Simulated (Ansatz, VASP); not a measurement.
**Two plane-wave programs on CuI**

```xyz
4
Lattice="4.1473 0.0000 0.0000 -2.0737 3.5917 0.0000 0.0000 0.0000 6.3364" Properties=species:S:1:pos:R:3 pbc="T T T"
Cu    0.0000    0.0000    0.0000
Cu    0.0000    0.0000    3.1682
I     0.0000    2.3945    1.5841
I     2.0737    1.1972    4.7523
```

Alike in both runs: task single point; functional PBEsol; k mesh 6 × 6 × 4; occupations gaussian, width 0.2 eV; no spin polarisation.

|  | VASP | Ansatz |
| --- | --- | --- |
| version | VASP 6.6.1 | Ansatz 0.2.0 |
| potentials or method | VASP PAW PBE potentials, release 64 (Cu, I) | plane waves |
| plane-wave cutoff (eV) | 520 | 420 |
| valence electrons in the cell | 36 | 72 |

Ansatz gave:

* pressure (GPa): -3.0
* largest component of the traceless stress (GPa): 0.47

Problem. Which values does VASP return?

Solution. Pressure (GPa): -2.8; largest component of the traceless stress (GPa): 0.45.

The two sets of potentials don't hold the same shells in valence.

Caveats: the PAW data sets were made with another functional, which shifts forces and pressure a little (VASP).
